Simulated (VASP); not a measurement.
Crystal: Re.

```
Re
1.0
     0.00000    1.97500    1.97500
     1.97500    0.00000    1.97500
     1.97500    1.97500    0.00000
Re
1
Direct
  0.00000 0.00000 0.00000
```

This isn't the form of Re at room conditions, which is hcp.

Base run:

| Quantity | Value |
| --- | --- |
| Program | VASP 6.6.1 |
| Functional | RPBE |
| Potentials or basis | VASP PAW PBE potentials, release 64 (Re) |
| Cutoff | 520 eV |
| k mesh | 12 × 12 × 12 |
| Occupations | gaussian, width 0.1 eV |
| Spin | no spin polarisation |

Its results: band gap on the k mesh none (metal or under the smearing width); pressure -6.2 GPa.

**Question.** The run is repeated on the same cell with these changes: functional from RPBE to PBE; cutoff from 520 eV to 500 eV; occupations from gaussian, width 0.1 eV to gaussian, width 0.05 eV. What comes out?

**Answer.** Band gap on the k mesh none (metal or under the smearing width); pressure -9.8 GPa.

Caveats: the PAW data sets were made with another functional, which shifts forces and pressure a little (some runs).
